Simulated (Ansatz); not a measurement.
# NbGe2N4 monolayer in a perpendicular field, part 3 of 3

Aim: how the NbGe2N4 monolayer screens a field along its normal, and what the field does to its bands. A positive field points along +c.

Ansatz 0.2.0; plane-wave DFT, PBE-D3(BJ), Ansatz PAW (set soft_1); PAW set soft_1.

So far. Step 2 (Relaxation): The lattice constant a goes from 3.020 to 3.060 Å. Step 3 (Atoms held, field 0): The work function of the upper face is 5.54 eV.

### Step 4. Single point, field 0.1 V/Å

The input, input.yaml:

```yaml
crystal:
  lattice:
    - [3.0604201219, 0.0, 0.0]
    - [-1.5302100609, 2.6504015718, 0.0]
    - [0.0, 0.0, 25.4089519116]
  atoms:
    - { symbol: "N", position: [0.0, 0.0, 0.3542058732], spin: 0.01 }
    - { symbol: Ge, position: [0.3333333333, 0.6666666667, 0.3783416088] }
    - { symbol: "N", position: [0.3333333333, 0.6666666667, 0.4521014957] }
    - { symbol: Nb, position: [0.0, 0.0, 0.5], spin: 0.32 }
    - { symbol: "N", position: [0.3333333333, 0.6666666667, 0.5478985043] }
    - { symbol: Ge, position: [0.3333333333, 0.6666666667, 0.6216583912] }
    - { symbol: "N", position: [0.0, 0.0, 0.6457941268], spin: 0.01 }
magnetization:
  spin_polarized: true
kpoints:
  mp_grid: { grid: [18, 18, 1] }
  band_path:
    path: [[0, 0, 0], [0.5, 0, 0], [0.33333333, 0.33333333, 0], [0, 0, 0]]
    npoints: 16
hamiltonian:
  xc: pbe
  dispersion: d3bj
  pseudopotentials: { kind: paw, azcp: { folder: soft_1 } }
scf:
  occupations: { method: fermi_dirac, width: 0.02585 }
  convergence: { dr2_threshold: 1.0e-10 }
efield:
  axis: 3
  dipole_correction: true
  ramp_position: 0.9374
  ramp_width: 0.1252
  amplitude: 0.1
output:
  write_potential: true
  write_density: true
  volumetric_format: npy
```

Launch:

```
> ansatz run input.yaml --threads 4 --pin off --max-ram 6144MiB --backend cpu --events-out ev --progress --plain --runs-dir out
```

Numbers of over 12 decimals in the logs are rounded to 6 here.

Log:

```text
[...]
Crystal: 7 atoms, lattice volume = 206.101 Å³
Basis set: ecut = 420 eV, 4021 PW (Γ)
Bands: 38, of which v1, the nominal top of the filled ones, is band 31 counted from 1 (30 counted from 0)
Symmetry: 6 space group operations
k-points: 37 of 324 (time reversal used)
[...]
Starting moments: Σ|m| = 0.34 μB on 3 of 7 sites
[...]
k-point 1 ↑: bands = [... 27 lower, -0.9186, -0.8691, -0.1603, 1.6684, 3.4190, 3.5780, 4.8583, 4.9952, ... 3 higher]
  k-point 2 ↑: bands = [... 27 lower, -1.0617, -1.0151, -0.0845, 1.7500, 3.5115, 3.7659, 4.8356, 5.0813, ... 3 higher]
  k-point 36 ↓: bands = [... 27 lower, -1.9793, -0.6208, -0.0023, 1.9927, 3.9883, 5.6077, 5.6242, 6.3656, ... 3 higher]
[key lines of the parts left out:]
SCF converged after 14 iterations
Magnetization: 0.7739 μB (30.8870 up, 30.1130 down)
Free energy (F): -14682.021829 eV
Fermi energy:    1.480758 eV
Dipole field:    D = 0.032956 V/Å  (p = 0.037537 e·Å, saw-weighted, corrected)
```

Elapsed: 36 s, on 4 threads of Arm Neoverse V1, shared host; peak memory 0.9 GiB; 2.3 min of CPU time.

The dipole is 0.0375 e·Å.

### Step 5. Atoms held, field -0.1 V/Å

Changes to input.yaml since step 4:

```diff
@@ -32,3 +32,3 @@
   ramp_width: 0.1252
-  amplitude: 0.1
+  amplitude: -0.1
 output:
```

Log:

```text
[...]
Crystal: 7 atoms, lattice volume = 206.101 Å³
Basis set: ecut = 420 eV, 4021 PW (Γ)
Bands: 38, of which v1, the nominal top of the filled ones, is band 31 counted from 1 (30 counted from 0)
Symmetry: 6 space group operations
k-points: 37 of 324 (time reversal used)
[...]
Starting moments: Σ|m| = 0.34 μB on 3 of 7 sites
[...]
k-point 1 ↑: bands = [... 27 lower, -0.9186, -0.8691, -0.1603, 1.6684, 3.4190, 3.5780, 4.8583, 4.9952, ... 3 higher]
  k-point 2 ↑: bands = [... 27 lower, -1.0617, -1.0151, -0.0845, 1.7500, 3.5115, 3.7659, 4.8356, 5.0813, ... 3 higher]
  k-point 36 ↓: bands = [... 27 lower, -1.9793, -0.6208, -0.0023, 1.9927, 3.9883, 5.6077, 5.6242, 6.3656, ... 3 higher]
[key lines of the parts left out:]
SCF converged after 14 iterations
Magnetization: 0.7739 μB (30.8870 up, 30.1130 down)
Free energy (F): -14682.021829 eV
Fermi energy:    1.480757 eV
Dipole field:    D = -0.032956 V/Å  (p = -0.037537 e·Å, saw-weighted, corrected)
```

Wall time 35 s (4 threads); peak memory 0.89 GiB.

The dipole is -0.0375 e·Å.

### Step 6. Response, atoms held

This step: plane-wave DFT, PBE-D3(BJ), Ansatz PAW (set soft_1); response to a field along the normal, atoms held; PAW set soft_1 (Ansatz 0.2.0).

The dipoles give the slope, and the difference of two potentials shows where the field is screened.

This step gave:

| Property | Result |
| --- | --- |
| equivalent conductor thickness p/(ε₀AE) | 8.374 Å |
| distance between the outer atoms | 7.409 Å |

Dipole of the cell against applied field:

```csv
applied field (V/Å),dipole of the cell (e·Å)
-0.1000,-0.0375
0.0000,4.6e-7
0.1000,0.0375
```

The total moment stays at 0.774 μB for applied field from -0.1 to 0.1 V/Å.

Local field over the applied field, running mean. From the potentials at -0.1 and 0.1 V/Å; running mean over 2.5 Å. Table of local field over applied field by z:

z (Å), local field over applied field and a bar:
```
        5      0.998 ##############################
        6      0.983 #############################
        7      0.873 ##########################
        8      0.573 ################
        9      0.263 #######
       10      0.139 ###
       11      0.112 ##
       12      0.071 
       13      0.055 
       14      0.098 #
       15      0.124 ##
       16      0.190 ####
       17      0.429 ############
       18      0.765 #######################
       19      0.960 #############################
       20      0.996 ##############################
       21      1.000 ##############################
```

The induced electron density oscillates, so the rows of the table below give means over windows of 1 Å about each position, cut where the curve ends. Its maxima inside the range that stand out by 2 % of the span (Å: e/Å³ per V/Å): 8.2: 0.00379, 9.2: 0.0018, 10.6: 0.00117, 11.6: 0.00149, 13.1: 8.2e-4, 14.3: 1.8e-4, 15.5: 0.00198, 16.5: -5.2e-4. Its minima: 8.9: 5.2e-4, 9.9: -0.00198, 11.2: -1.8e-4, 12.3: -8.2e-4, 13.8: -0.00149, 14.8: -0.00117, 16.2: -0.0018, 17.2: -0.00379.

Electrons, planar mean, per unit field. Table of induced electron density by z; means over each step:

```csv
z (Å),induced electron density (e/Å³ per V/Å)
5,7.3e-6
6,8.6e-5
7,7.6e-4
8,0.00303
9,0.00134
10,-7.4e-4
11,6.1e-4
12,-1.9e-6
13,3.5e-4
14,-5.5e-4
15,-1.5e-4
16,-2.1e-4
17,-0.00270
18,-0.00158
19,-2.2e-4
20,-2.1e-5
21,-1.9e-6
```

By hand: between -0.1 and 0.1 V/Å the dipole changes by 0.07507 e·Å, a slope of 0.3754 e·Å²/V. A perfect conductor of thickness t has p = ε₀AEt, so t = 180.95 × 0.3754 / 8.111 = 8.37 Å (e/ε₀ = 180.95 V·Å, A in Å²).

The induced dipole is that of a conductor 8.37 Å thick.

### Step 7. What came out

```json
{"gap without field": "none", "work function, upper face": "5.54 eV", "equivalent conductor thickness, atoms held": "8.37 Å"}
```

**Reading.** The induced dipole equals that of a perfect conductor 8.37 Å thick, while the outer atoms lie 7.41 Å apart. There is no gap over 0.03 eV, with or without the field. For an open d or f shell that can be the fault of a semilocal functional without a Hubbard term. The magnetic order is the one reached from the typed start; other orders were not compared. Spin-orbit coupling is left out. The outer anions sit over the metal atoms, one of several polytypes of such layers and not the lowest for every compound.

[Logs are printed without paths, hosts, clocks, repeated set-up lines and the standing remarks that a program may print on its own settings, such as how far it seeks lower states.]

[Hosts, paths, dates, database ids (printed as entryN), source tags and the programs' standing remarks are cut or masked in the printed files.]

[Maps of the electrostatic potential energy from Ansatz leave out the sawtooth potential of an applied field or a dipole correction, so their vacuum need not be flat; planar profiles and work functions include it.]
